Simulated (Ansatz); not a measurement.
# Yb (bcc type): how the settings move a single-point run

How sensitive is a single-point run of Yb (bcc type) to its settings? A reference run comes first, then one run with altered input.

Method: reference: DFT, PBE, all-electron LAPW, scalar-relativistic, in Ansatz 0.2.0.

2 further runs of the same task are left out: 2 that didn't finish.

### 1 The structure to begin with

Symmetry: Im-3m, No. 229, cubic system. Conventional cell: a = 3.147 Å, b = 3.147 Å, c = 3.147 Å, α = 90.00°, β = 90.00°, γ = 90.00°. Around Yb (site symmetry m-3m) lie 8 Yb at 2.73 Å.

Coordinates:

```
CELL_PARAMETERS angstrom
-1.57342 1.57342 1.57342
1.57342 -1.57342 1.57342
1.57342 1.57342 -1.57342
ATOMIC_POSITIONS crystal
Yb 0.00000 0.00000 0.00000
```

### 2 The reference run

Input file input.yaml:

```yaml
crystal:
  lattice:
    - [-1.5734197039, 1.5734197039, 1.5734197039]
    - [1.5734197039, -1.5734197039, 1.5734197039]
    - [1.5734197039, 1.5734197039, -1.5734197039]
  atoms:
    - { symbol: Yb, position: [0.0, 0.0, 0.0] }
kpoints:
  mp_grid: { grid: [14, 14, 14] }
scf:
  occupations: { method: fermi_dirac, width: 0.08 }
hamiltonian:
  xc: pbe
  pseudopotentials: { kind: all_electron, lapw: { basis_error: 0.001 } }
output:
  forces: true
  stress: true
  eigenvalues: true
  populations: true
```

Command:

```bash
> ansatz run input.yaml --threads 1 --pin off --max-ram 3072MiB --backend cpu --events-out ev --progress --plain --runs-dir out
```

### 3 Changed: occupations.method gaussian, occupations.width 0.025, dispersion d3bj

Edit input.yaml of step 2 so:

```diff
@@ -10,3 +10,3 @@
 scf:
-  occupations: { method: fermi_dirac, width: 0.08 }
+  occupations: { method: gaussian, width: 0.025 }
 hamiltonian:
@@ -14,2 +14,3 @@
   pseudopotentials: { kind: all_electron, lapw: { basis_error: 0.001 } }
+  dispersion: d3bj
 output:
```

Q: Predict the outcome of this session. Wanted: for each run, ending; energy change; pressure; gap; force.

As calculated:

```tsv
run	ending	energy change	pressure (GPa)	gap (eV)	force (eV/Å)	cycles	time
reference	converged	0	72.2	0.00	0.00	14	28 s
1: occupations.method gaussian, occupations.width 0.025, dispersion d3bj	converged	-726.5 meV/atom (σ→0) (offset of the dispersion model)	64.5	0.00	0.00	15	29 s
```

Residual by cycle in the longest SCF loop of each run; runs are numbered as in the table. The quantity is the density residual dr2, in eV.

```tsv
cycle	reference	run 1
1	1.73	1.71
2	0.524	0.522
4	0.0106	0.0313
5	0.00566	0.0156
6	0.072	0.11
7	0.0485	0.0444
9	1.5e-4	4.3e-5
10	4.5e-6	4.9e-5
11	3.2e-6	8.7e-7
12	5.7e-8	1.9e-7
14	5.6e-10	4.8e-9
15	-	1.2e-10
```

The energy moves by -726.5 meV/atom, nearly all of it the dispersion term itself (-726.3 meV/atom); that offset belongs to the model and is no gain or loss of stability; the pressure goes from 72.2 to 64.5 GPa. The structure is not at rest: the sound run finds 72 GPa, so these are no properties of the relaxed crystal. 
